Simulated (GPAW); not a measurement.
**TiO2: band structure with rSCAN**

**Measured values to compare with.**

“Shallow Valence Band of Rutile GeO2 and P-type Doping”, 2020, arxiv:2011.08928 quotes, for a bulk crystal of TiO2 at 1.6 K: band gap 3.03 eV (direct).

TiO2:

```
Ti O
1.0
     4.59984    0.00000    0.00000
     0.00000    4.59984    0.00000
     0.00000    0.00000    2.95921
Ti O
2 4
Direct
  0.00000 0.00000 0.50000
  0.50000 0.50000 0.00000
  0.30432 0.30432 0.50000
  0.69568 0.69568 0.50000
  0.19568 0.80432 0.00000
  0.80432 0.19568 0.00000
```

The cell is a database's computed one.

```
Program             : GPAW 26.7.0
Task                : band structure
Functional          : rSCAN
Potentials or basis : GPAW PAW data sets (gpaw-data 1.2.1)
Cutoff              : 800 eV
Basis               : pw
k mesh              : 4 × 4 × 6
Occupations         : fermi-dirac, width 0.05 eV
Spin                : no spin polarisation
Maxiter             : 150
Band path           : GXMGZRAZ,XR,MA
Band points         : 60
```

The pressure is -0.8 GPa. The largest force is 0.041 eV/Å. The band gap on the k mesh is 2.19 eV, direct and the band gap along the path is 2.19 eV, direct.

Forces on the atoms (eV/Å):
```
Ti   0.000  0.000  0.000
Ti   0.000  0.000  0.000
O    0.029  0.029  0.000
O   -0.029 -0.029  0.000
O   -0.029  0.029  0.000
O    0.029 -0.029  0.000
```

Stress tensor (GPa, compression positive):
```
-0.73  0.00  0.00
 0.00 -0.73  0.00
 0.00  0.00 -0.90
```

Levels at the corners of the path, in eV from the valence-band top:
```tsv
point	band 21	band 22	band 23	band 24	band 25	band 26	band 27	band 28
Γ	-0.76	-0.49	-0.49	0.00	2.19	2.50	2.73	2.83
X	-1.70	-1.70	-0.77	-0.77	2.87	2.87	3.36	3.36
M	-1.38	-1.38	-1.13	-1.13	2.22	2.22	2.85	2.85
Γ	-0.76	-0.49	-0.49	0.00	2.19	2.50	2.73	2.83
Z	-2.39	-2.39	-1.47	-1.47	3.29	3.29	3.53	3.53
R	-2.06	-2.06	-1.09	-1.09	2.25	2.25	3.55	3.55
A	-1.31	-1.31	-0.71	-0.71	2.92	2.92	3.54	3.54
Z	-2.39	-2.39	-1.47	-1.47	3.29	3.29	3.53	3.53
X	-1.70	-1.70	-0.77	-0.77	2.87	2.87	3.36	3.36
R	-2.06	-2.06	-1.09	-1.09	2.25	2.25	3.55	3.55
M	-1.38	-1.38	-1.13	-1.13	2.22	2.22	2.85	2.85
A	-1.31	-1.31	-0.71	-0.71	2.92	2.92	3.54	3.54
```

Wall time 6.2 min on 1 thread of Arm Neoverse V1 (shared host), peak memory 0.63 GiB.

Against the measured gap of TiO2, 3.03 eV (direct; 1.6 K; quoted in “Shallow Valence Band of Rutile GeO2 and P-type Doping”, 2020, arxiv:2011.08928), the calculated 2.19 eV is off by -0.84 eV. 2 values of this kind are on record in papers (3.03 to 3.05 eV); this one was drawn at random among those near their median. The value is that of rSCAN, without temperature or zero-point motion. The cell is a database's relaxed one, not the measured one, which moves gaps too.

Caveat: the k mesh is coarse; the PAW data sets were made with another functional, which shifts forces and pressure a little.
